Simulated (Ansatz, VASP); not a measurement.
# Two plane-wave programs on CdS (Hawleyite)

Contents of INCAR:

```
PREC = Accurate
ENCUT = 520
EDIFF = 1E-7
ISMEAR = -1
SIGMA = 0.05
LREAL = F
LASPH = T
NELM = 60
ALGO = Normal
ISIF = 2
LWAVE = F
LCHARG = F
GGA = RE
IVDW = 12
NBANDS = 16
```

The input KPOINTS:

```
Automatic mesh
0
Gamma
  8 8 8
```

File POSCAR:

```
CdS
1.0
    0.0000000000      2.9165000000      2.9165000000
    2.9165000000      0.0000000000      2.9165000000
    2.9165000000      2.9165000000      0.0000000000
Cd S
1 1
Direct
    0.0000000000      0.0000000000      0.0000000000
    0.7500000000      0.7500000000      0.7500000000
```

File input.yaml:

```yaml
crystal:
  lattice:
    - [0.0, 2.9165, 2.9165]
    - [2.9165, 0.0, 2.9165]
    - [2.9165, 2.9165, 0.0]
  atoms:
    - { symbol: Cd, position: [0.0, 0.0, 0.0] }
    - { symbol: S, position: [0.75, 0.75, 0.75] }
hamiltonian:
  xc: revpbe
  pseudopotentials: { kind: paw }
  dispersion: d3bj
kpoints:
  mp_grid: { grid: [8, 8, 8] }
scf:
  occupations: { method: fermi_dirac, width: 0.05 }
output:
  forces: true
  stress: true
  eigenvalues: true
  write_density: true
  write_potential: true
  elf: true
  volumetric_format: npy
```

Alike in both runs: task single point; functional revPBE; dispersion D3(BJ); k mesh 8 × 8 × 8; occupations fermi-dirac, width 0.05 eV; no spin polarisation.

```csv
,VASP,Ansatz
version,VASP 6.6.1,Ansatz 0.2.0
potentials or method,"VASP PAW PBE potentials, release 64 (Cd, S)",Ansatz PAW
plane-wave cutoff (eV),520,420
valence electrons in the cell,18,26
```

|  | VASP | Ansatz | Ansatz less VASP |
| --- | --- | --- | --- |
| gap on the k mesh at the Fermi level (eV) | 1.29 | 1.28 | -0.003 |
| least direct gap on the mesh (eV) | 1.29 | 1.28 | -0.003 |
| pressure (GPa) | 0.4 | 0.1 | -0.35 |
| dispersion energy (meV/atom) | -590.9 | -591.0 | -0.07 |

The two sets of potentials don't hold the same shells in valence.

Caveats: the PAW data sets were made with another functional, which shifts forces and pressure a little (VASP); the PAW data sets come from PBE, with cores solved anew for the run's functional, which leaves a small shift of forces and pressure (Ansatz). Expect the measured gap to be larger: semilocal functionals such as revPBE lack the derivative discontinuity.
